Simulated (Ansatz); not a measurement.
FeO (Wuestite):

```
Fe O
1.0
     0.00000    2.15540    2.15540
     2.15540    0.00000    2.15540
     2.15540    2.15540    0.00000
Fe O
1 1
Cartesian
  0.0000 0.0000 0.0000
  2.1554 2.1554 2.1554
```

Base run:

| Property | Result |
| --- | --- |
| Program | Ansatz 0.2.0 |
| Functional | LDA |
| Potentials or basis | Ansatz PAW |
| Cutoff | 420 eV (not typed: the program's choice for these potentials) |
| k mesh | 11 × 11 × 11 |
| Occupations | fermi-dirac, width 0.05 eV |
| Spin | collinear spin, ferromagnetic start |
| Starting moments | [3.0, 0.0] μB |

Its results: band gap on the k mesh none (metal or under the smearing width); pressure -15.6 GPa; net moment 4.00 μB per cell; site moments Fe +3.42; O +0.34 μB.

Q: After a change of settings the same cell gave: band gap on the k mesh none (metal or under the smearing width); pressure -0.2 GPa; net moment 4.00 μB per cell; site moments Fe +3.45; O +0.32 μB. Which change was it?
A. functional from LDA to PBE
B. functional from LDA to HSE03; k mesh from 11 × 11 × 11 to 6 × 6 × 6
C. functional from LDA to revPBE
D. functional from LDA to RPBE

A: A.

PBE binds less tightly than LDA, so the same cell stands under more pressure.

Caveats: a cell with one magnetic atom can't hold antiferromagnetic order, which such compounds often take; semilocal functionals often make such compounds metallic where correlation or magnetic order opens a gap, which also shifts bond lengths; so large a pressure means that the cell lies far from this level's equilibrium, or that cutoff or potentials fall short (some runs); the PAW data sets come from PBE, with cores solved anew for the run's functional, which leaves a small shift of forces and pressure (some runs).
